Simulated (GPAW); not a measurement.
The system is PbS (Galena).

```
Pb S
1.0
     4.19420    0.00000    0.00000
     2.09710    3.63229    0.00000
     2.09710    1.21076    3.42455
Pb S
1 1
Direct
  0.00000 0.00000 0.00000
  0.50000 0.50000 0.50000
```

Program: GPAW 26.7.0. Alike in all runs: cell as given; k mesh 6 × 6 × 6. Hardware: 1 thread of Intel(R) Xeon(R) Platinum 8488C (Sapphire Rapids), on a shared host.

**Question.** Order these runs on this cell by their wall time, lowest first.
A. task single point; level GLLB-SC; potentials or basis the program's PAW data sets (release 1.2.1) made for this functional, pw; spin off; cutoff (eV) 500; smearing fermi-dirac 0.01 eV
B. task band structure; level vdW-DF2; potentials or basis GPAW PAW data sets (gpaw-data 1.2.1), pw; spin SOC, no magnetisation; cutoff (eV) 600; smearing fermi-dirac 0.05 eV; band path GXWKGLUWLK,UX; band points 80; spin axis theta (degrees) 0; spin axis phi (degrees) 0
C. task dielectric tensor; level GLLB-SC; potentials or basis the program's PAW data sets (release 1.2.1) made for this functional, pw; spin off; cutoff (eV) 500; smearing fermi-dirac 0.001 eV; response ecut 60 eV
D. task band structure; level rSCAN; potentials or basis GPAW PAW data sets (gpaw-data 1.2.1), pw; spin SOC, no magnetisation; cutoff (eV) 600; smearing fermi-dirac 0.05 eV; band path GXWKGLUWLK,UX; band points 60; spin axis theta (degrees) 0; spin axis phi (degrees) 0

**Answer.** A (14 s), B (42 s), D (94 s), C (410 s).

Caveats: spin-orbit coupling was added after a scalar SCF, so levels and gaps hold it while energy, forces, pressure and moments don't (some runs); a model potential gives levels but no total energy (some runs); the long-wavelength limit can be off by a per cent or two (some runs); response on these states lacks terms of the Hamiltonian (some runs).

Not every run made on this cell is shown here.
